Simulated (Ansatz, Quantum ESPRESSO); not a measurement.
**SiC [001], rock salt: pulling along c**

The c axis is held at a set length while the cell relaxes sideways. How do the lateral strain and the stress follow? The strained cell has c along the load; unstrained it is a = 2.8527 Å, b = 2.8527 Å, c = 4.0343 Å, α = 90.00°, β = 90.00°, γ = 90.00°, with 4 atoms. The symmetry of the cell is held, so distortions that would lower it, which this phase may prefer, aren't tested.

Calculated with Ansatz 0.2.0, PBEsol, PAW files of the set soft_1, cutoff 600 eV, Fermi–Dirac smearing 0.05 eV, k-mesh 15×15×11, no spin polarisation, no spin-orbit coupling.

Relaxed positions at 0 %:

```
atom       x       y       z
  Si  0.0000  0.0000  0.0000
  Si  0.5000  0.5000  0.5000
   C  0.0000  0.0000  0.5000
   C  0.5000  0.5000  0.0000
```

| ε_c (%) | a (Å) | c (Å) | ε_a (%) | σ (GPa, tension positive) |
| --- | --- | --- | --- | --- |
| −3 | 2.8794 | 3.9133 | 0.938 | −11.91 |
| −2 | 2.8703 | 3.9536 | 0.618 | −7.50 |
| 0 | 2.8520 | 4.0343 | −0.025 | −0.15 |
| 1 | 2.8443 | 4.0747 | −0.294 | 2.92 |
| 2 | 2.8370 | 4.1150 | −0.550 | 5.49 |
| 3 | 2.8298 | 4.1553 | −0.802 | 8.03 |

**Question.** Fit both responses and give the free strain and the stress at −1 %, a row left out above.

Least squares with y = y0 + y1 ε + y2 ε² (ε in %) gives ε_a = −0.014 + (−0.2906) ε + (0.0096) ε² and σ = −0.19 + (3.300) ε + (−0.197) ε² GPa. The linear terms put the ratio of free to applied strain at −0.291 and the Young modulus at 330 GPa.

At −1 % the free strain comes out as 0.286 %. The run itself gives 0.283 %, so the estimate misses by 0.003 %; the fitted rows themselves lie up to 0.012 % off the law.

The stress comes out as −3.68 GPa. The run itself gives −3.60 GPa, so the estimate misses by 0.08 GPa; the fitted rows themselves lie up to 0.14 GPa off the law.

Along a cube axis ν = C12/(C11 + C12) and Y = (C11 − C12)(C11 + 2C12)/(C11 + C12), so C11 = Y(1 − ν)/[(1 + ν)(1 − 2ν)] = 433 GPa and C12 = 177 GPa.

The negative ε² term means that the crystal stiffens in compression and softens in tension.

The same fit over all rows at other levels or in other programs gives the strain ratio = −0.286 with PBEsol (Quantum ESPRESSO, PseudoDojo) and −0.289 with PBEsol (Quantum ESPRESSO, GBRV).

[Logs are printed without paths, hosts, clocks, repeated set-up lines and the standing remarks that a program may print on its own settings, such as how far it seeks lower states.]
